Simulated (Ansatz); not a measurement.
Bulk crystal (HfSi₂) after relaxation:

```xyz
6
Lattice="1.8250 -7.1725 0.0000 1.8250 7.1725 0.0000 0.0000 0.0000 3.6361" Properties=species:S:1:pos:R:3 pbc="T T T"
Hf    1.8250   -5.6706    2.7271
Hf    1.8250    5.6706    0.9090
Si    1.8250   -0.7916    2.7271
Si    1.8250    0.7916    0.9090
Si    1.8250    3.5831    2.7271
Si    1.8250   -3.5831    0.9090
```

Miller indices refer to the conventional cell of Cmcm (No. 63), a = 3.650 Å, b = 14.345 Å, c = 3.636 Å, α = 90.00°, β = 90.00°, γ = 90.00°.

Consider the (010) slab of 10 planes, 12.3 Å thick with 15 Å of vacuum as cut; outer planes Hf (top) and Si (bottom), atoms at the bulk's places.

Method: DFT PBEsol, scalar-relativistic, plane waves, PAW in Ansatz. Plane waves to 420 eV, a k mesh through Γ of 10×10×1 on the computed 12-atom cell and Gaussian smearing (0.10 eV); no spin polarisation. The cell repeats along c with a dipole correction in the vacuum.

Q: Estimate the surface energy (mean of both faces).

A: 2.39 J/m².

Q: Predict the work function.

A: 3.72 eV (top), 5.27 eV (bottom).

Q: Estimate the dipole of the slab along +c, per cell.

A: 0.11 e·Å.

Spin-orbit coupling is left out, which matters for the bands of heavy elements.